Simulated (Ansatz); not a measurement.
# Co (Im-3m)

Theory: Ansatz 0.2.0, DFT PBE, scalar-relativistic, plane waves, PAW.

Plane waves to 420 eV, a k mesh through Γ of 20×20×20 on the computed 1-atom cell and Gaussian smearing (0.10 eV); collinear spin from starting moments 1.99 μB.

The structure is relaxed at this level of theory with its symmetry kept. This bcc form isn't the element's structure at ambient conditions.

```
Co
1.0
    -1.40480    1.40480    1.40480
     1.40480   -1.40480    1.40480
     1.40480    1.40480   -1.40480
Co
1
Direct
  0.00000 0.00000 0.00000
```

Question: Formation energy from the elements' standard states (uncorrected)?

Answer: +0.089 eV/atom.

Question: Density of states at the Fermi level?

Answer: 1.52 states/eV per cell.

Question: Löwdin character within 0.5 eV of the Fermi level?

Answer: Co 3d 94 %.

Question: Bulk modulus?

Answer: 201 GPa.

Question: Its pressure derivative?

Answer: 5.2.

Question: Bader charges (e)?

Answer: Co (1 in the cell) 0.00.

Question: Total moment?

Answer: 1.74 μB per cell.

Question: Site moments (μB; atoms counted from 1 over the whole cell)?

Answer: Co (atom 1) 1.81.

Only this magnetic start was tried.